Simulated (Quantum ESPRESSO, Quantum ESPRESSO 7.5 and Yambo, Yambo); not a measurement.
**Quasiparticle gap of InP (F-43m) in Yambo**

How does a plane-wave GW calculation on InP (F-43m) run from the first input to the gap?

Main program and level: Quantum ESPRESSO 7.5 and Yambo 5.3.0; PBE and many-body steps on it, plane waves.

Most raw output is cut from this account.

The database entry behind the starting cell differs from later determinations by our own check (0.1 to 0.3 % short, probably kX units), so it need not match the best structure at ambient conditions.

## (1) Set-up

The structure is cubic, space group F-43m (No. 216). Conventional cell: a = 5.861 Å, b = 5.861 Å, c = 5.861 Å, α = 90.00°, β = 90.00°, γ = 90.00°. Nearest to In lie 4 P at 2.54 Å. P has 4 In at 2.54 Å nearest. Farther neighbours are not listed.

The cell and positions come from the Crystallography Open Database and are kept as given unless a step says otherwise.

## (2) Ground state

This step: Quantum ESPRESSO 7.5; DFT, PBE, plane waves, norm-conserving pseudopotentials.

The ground-state density comes first.

The input, pw.in:

```
&control
  calculation = 'scf'
  prefix = 'x'
  outdir = 'o'
  pseudo_dir = 'pseudo'
/
&system
  ibrav = 0
  nat = 2
  ntyp = 2
  ecutwfc = 70.0
  nbnd = 18
  force_symmorphic = .true.
/
&electrons
  conv_thr = 1e-10
  electron_maxstep = 80
  mixing_beta = 0.5
/
ATOMIC_SPECIES
  In 114.82 In.upf
  P 30.974 P.upf
CELL_PARAMETERS angstrom
  0.0000000000 2.9305000000 2.9305000000
  2.9305000000 -0.0000000000 2.9305000000
  2.9305000000 2.9305000000 0.0000000000
ATOMIC_POSITIONS crystal
  In 0.0000000000 0.0000000000 0.0000000000
  P 0.2500000000 0.2500000000 0.2500000000
K_POINTS automatic
  6 6 6 0 0 0
```

Launch:

```sh
OMP_NUM_THREADS=1 mpirun -n 8 pw.x -nk 8 -in pw.in > pw.out
```

The job ended after 6.7 s (8 MPI ranks of Intel Xeon Platinum 8375C at 2.90GHz (Ice Lake), shared host; peak memory 0.54 GiB; 51 s of CPU time).

This step gave:

| Quantity | Value |
| --- | --- |
| total energy | -5616.0048 eV |
| gap | 0.7085 eV |
| k of the valence top | 0, 0, 0 |
| k of the conduction bottom | 0, 0, 0 |
| least direct gap | 0.7085 eV |

The gap is direct, at Γ.

## (3) Bands along the symmetry lines

Levels along a band path, at the cheap level, show where the edges lie and whether the meshes to come will hold them.

The input, pw.in:

```
&control
  calculation = 'bands'
  prefix = 'x'
  outdir = 'o'
  pseudo_dir = 'pseudo'
/
&system
  ibrav = 0
  nat = 2
  ntyp = 2
  ecutwfc = 70.0
  nbnd = 19
  force_symmorphic = .true.
/
&electrons
  conv_thr = 1e-9
  electron_maxstep = 80
  diago_full_acc = .true.
  diago_thr_init = 5e-6
/
ATOMIC_SPECIES
  In 114.82 In.upf
  P 30.974 P.upf
CELL_PARAMETERS angstrom
  0.0000000000 2.9305000000 2.9305000000
  2.9305000000 -0.0000000000 2.9305000000
  2.9305000000 2.9305000000 0.0000000000
ATOMIC_POSITIONS crystal
  In 0.0000000000 0.0000000000 0.0000000000
  P 0.2500000000 0.2500000000 0.2500000000
K_POINTS crystal
  50
  0.00000000 0.00000000 0.00000000 1
  -0.06250000 -0.06250000 0.00000000 1
  -0.12500000 -0.12500000 0.00000000 1
  -0.18750000 -0.18750000 0.00000000 1
  -0.25000000 -0.25000000 0.00000000 1
  -0.31250000 -0.31250000 0.00000000 1
  -0.37500000 -0.37500000 0.00000000 1
  -0.43750000 -0.43750000 0.00000000 1
  -0.50000000 -0.50000000 0.00000000 1
  -0.48437500 -0.48437500 0.03125000 1
  -0.46875000 -0.46875000 0.06250000 1
  -0.45312500 -0.45312500 0.09375000 1
  -0.43750000 -0.43750000 0.12500000 1
  -0.42187500 -0.42187500 0.15625000 1
  -0.40625000 -0.40625000 0.18750000 1
  -0.39062500 -0.39062500 0.21875000 1
  -0.37500000 -0.37500000 0.25000000 1
  -0.37500000 0.00000000 0.37500000 1
  -0.32812500 0.00000000 0.32812500 1
  -0.28125000 0.00000000 0.28125000 1
  -0.23437500 0.00000000 0.23437500 1
  -0.18750000 0.00000000 0.18750000 1
  -0.14062500 0.00000000 0.14062500 1
  -0.09375000 0.00000000 0.09375000 1
  -0.04687500 0.00000000 0.04687500 1
  0.00000000 0.00000000 0.00000000 1
  0.00000000 0.00000000 0.06250000 1
  0.00000000 0.00000000 0.12500000 1
  0.00000000 0.00000000 0.18750000 1
  0.00000000 0.00000000 0.25000000 1
  0.00000000 0.00000000 0.31250000 1
  0.00000000 0.00000000 0.37500000 1
  0.00000000 0.00000000 0.43750000 1
  -0.00000000 -0.00000000 0.50000000 1
  -0.06250000 -0.03125000 0.46875000 1
  -0.12500000 -0.06250000 0.43750000 1
  -0.18750000 -0.09375000 0.40625000 1
  -0.25000000 -0.12500000 0.37500000 1
  -0.31250000 -0.15625000 0.34375000 1
  -0.37500000 -0.18750000 0.31250000 1
  -0.43750000 -0.21875000 0.28125000 1
  -0.50000000 -0.25000000 0.25000000 1
  -0.50000000 -0.28125000 0.21875000 1
  -0.50000000 -0.31250000 0.18750000 1
  -0.50000000 -0.34375000 0.15625000 1
  -0.50000000 -0.37500000 0.12500000 1
  -0.50000000 -0.40625000 0.09375000 1
  -0.50000000 -0.43750000 0.06250000 1
  -0.50000000 -0.46875000 0.03125000 1
  -0.50000000 -0.50000000 0.00000000 1
```

The job ended after 6.1 s (8 MPI ranks; peak memory 0.49 GiB).

Numbers from this step:

| Property | Result |
| --- | --- |
| gap | 0.7085 eV |
| k of the valence top | 0, 0, 0 |
| k of the conduction bottom | 0, 0, 0 |
| least direct gap | 0.7085 eV |

The gap is 0.709 eV, as in the run before at this level.

The electronic bands at the labelled points (eV, zero at the top of the highest filled band):

```
    point  band 10  band 11  band 12  band 13  band 14  band 15  band 16  band 17
        Γ   -11.52     0.00     0.00     0.00     0.71     4.09     4.09     4.09
  halfway   -10.62    -3.34    -1.41    -1.41     2.49     3.13     6.38     6.38
        X    -9.14    -5.75    -2.32    -2.32     1.76     2.27     9.23     9.59
  halfway    -9.13    -5.71    -2.75    -2.22     2.04     2.88     8.40     8.71
        U    -9.15    -5.61    -3.30    -1.94     2.36     4.39     7.52     7.55
jump to K    -9.15    -5.61    -3.30    -1.94     2.36     4.39     7.52     7.55
  halfway   -10.53    -3.80    -2.01    -0.57     2.84     4.69     4.99     5.22
        Γ   -11.52     0.00     0.00     0.00     0.71     4.09     4.09     4.09
  halfway   -10.84    -3.44    -0.56    -0.56     1.79     4.79     4.79     5.33
        L    -9.80    -5.73    -0.97    -0.97     1.50     4.80     4.80     7.12
  halfway    -9.48    -5.54    -2.69    -1.63     3.17     4.18     5.88     7.23
        W    -9.06    -5.60    -2.95    -2.91     4.29     4.38     5.57     6.21
  halfway    -9.10    -5.68    -2.65    -2.64     2.69     3.10     7.66     7.75
        X    -9.14    -5.75    -2.32    -2.32     1.76     2.27     9.23     9.59
```

## (4) Empty states on the mesh, 4×4×4 mesh, 255 bands

The sums over transitions need many empty states on a uniform mesh; this step solves for them.

The input, pw.in:

```
&control
  calculation = 'nscf'
  prefix = 'x'
  outdir = 'o'
  pseudo_dir = 'pseudo'
/
&system
  ibrav = 0
  nat = 2
  ntyp = 2
  ecutwfc = 70.0
  nbnd = 255
  force_symmorphic = .true.
/
&electrons
  conv_thr = 1e-9
  electron_maxstep = 80
  diago_full_acc = .true.
  diago_thr_init = 5e-6
/
ATOMIC_SPECIES
  In 114.82 In.upf
  P 30.974 P.upf
CELL_PARAMETERS angstrom
  0.0000000000 2.9305000000 2.9305000000
  2.9305000000 -0.0000000000 2.9305000000
  2.9305000000 2.9305000000 0.0000000000
ATOMIC_POSITIONS crystal
  In 0.0000000000 0.0000000000 0.0000000000
  P 0.2500000000 0.2500000000 0.2500000000
K_POINTS automatic
  4 4 4 0 0 0
```

Launch:

```sh
OMP_NUM_THREADS=1 mpirun -n 8 pw.x -nk 4 -in pw.in > pw.out
```

Run time: 19 s. Hardware: 8 MPI ranks; peak memory 0.78 GiB; 2.5 min of CPU time.

Numbers from this step:

```yaml
gap: 0.7085 eV
k_of_the_valence_top: 0, 0, 0
k_of_the_conduction_bottom: 0, 0, 0
least_direct_gap: 0.7085 eV
k_points_computed: 8
lowest_point_of_the_top_converged_band_above_the_valence_top: 150.1249 eV
```

On this mesh the gap is 0.709 eV.

## (5) Conversion and set-up

This step: Yambo 5.3.0; conversion and set-up on PBE, plane waves, norm-conserving pseudopotentials.

The states are converted to the many-body program's format and the q mesh is built.

Launch:

```sh
(cd o/x.save; p2y > p2y.log; mv SAVE ../..); yambo > setup.log
```

Run time: 3.6 s. Hardware: 1 MPI rank; peak memory 0.24 GiB.

## (6) Screening and self-energy, 4×4×4 mesh, 255 bands, screening to 231.3 eV

Now the one-shot GW correction: screening in the RPA, then the self-energy of the levels asked for.

This step: G0W0 on PBE, plane waves, norm-conserving pseudopotentials.

The input, gw1.in:

```
HF_and_locXC
gw0
dyson
ppa
em1d
rim_cut
RandQpts= 1000000
RandGvec= 1 RL
EXXRLvcs= 70 Ry
VXCRLvcs= 280 Ry
Chimod= "HARTREE"
% BndsRnXp
 1 | 255 |
%
NGsBlkXp= 17 Ry
% LongDrXp
 1 | 1 | 1 |
%
% GbndRnge
 1 | 255 |
%
DysSolver= "n"
ExtendOut
PPAPntXp= 27.21138 eV
% QPkrange
 1 | 1 | 12 | 15 |
%
```

Launch:

```sh
OMP_NUM_THREADS=1 mpirun -n 8 yambo -F gw1.in -J gw1 -C gw1 > gw1.log
```

It took 8.2 min on 8 MPI ranks; peak memory 4 GiB; 65 min of CPU time.

Numbers from this step:

- G0W0 gap on the points computed: 1.408 eV
- starting gap on the mesh: 0.7085 eV
- k of the valence top: 0, 0, 0
- k of the conduction bottom: 0, 0, 0
- least direct G0W0 gap on the computed points: 1.408 eV
- Z at the valence top: 0.7804
- Z at the conduction bottom: 0.7939

The gap on the mesh goes from 0.71 eV to 1.41 eV, a correction of +0.70 eV.

Limits: finite bands, cutoff and mesh; no spin-orbit coupling; coarse k mesh. v1 is the top filled band, c1 the lowest empty one. Levels before and after the correction, in eV, zero at the valence-band top of each column:

```
           conduction bottom  valence top
Kohn-Sham               0.71         0.00
     G0W0               1.41         0.00
```

```
             level  energy (eV)
Kohn-Sham  Γ v2-v1        0.000
Kohn-Sham     Γ c1        0.709
Kohn-Sham     Γ c2        4.088
     G0W0  Γ v2-v1        0.000
     G0W0     Γ c1        1.408
     G0W0     Γ c2        4.907
```

## (7) Where the time went

Times are wall times on the hardware named with each run, good to a factor of about two.

```
                          step     time  share  memory (GiB)
                  ground state    6.7 s    1 %          0.54
bands along the symmetry lines    6.1 s    1 %          0.49
      empty states on the mesh     19 s    4 %          0.78
         conversion and set-up    3.6 s    1 %          0.24
     screening and self-energy  8.2 min   93 %           4.0
```

## (8) Results

```yaml
pbe_gap: 0.71 eV, direct
g0w0_gap_on_the_mesh: 1.41 eV
gw_settings: 4×4×4 mesh, 255 bands, screening to 231.3 eV, Godby-Needs plasmon pole
known_limits: not at the basis limit; no spin-orbit coupling; coarse k mesh
```

**Reading.** G0W0 moves the gap on the mesh from 0.71 eV to 1.41 eV (+0.70 eV), with Z of 0.78 and 0.79 at the edges. Only 1 of the mesh's irreducible points was corrected, so a valley elsewhere could overtake. The dearest step here is «screening and self-energy». Bands and cutoff are finite, so the gap is not at the basis limit. The miss can reach some tenths of an eV and take either sign; the mesh is an error of its own. In the G0W0 run levels were corrected at 1 k point alone, so a gap called «on the mesh» is the least over those, and an edge elsewhere would be missed. The 4×4×4 mesh is coarse for this cell, which bears on the long-range parts of exchange and screening. The many-body steps are scalar-relativistic: spin-orbit coupling is not in them.

[Paths, hosts, dates, memory and timing lines, banners, echoed tables and standing remarks are left out of the program output.]

[Logs are printed without paths, hosts, clocks, repeated set-up lines and the standing remarks that a program may print on its own settings, such as how far it seeks lower states.]

[Runs of the session that timed out or met a known fault of the program may be left out.]

[Hosts, paths, dates, database ids (printed as entryN), source tags and the programs' standing remarks are cut or masked in the printed files.]
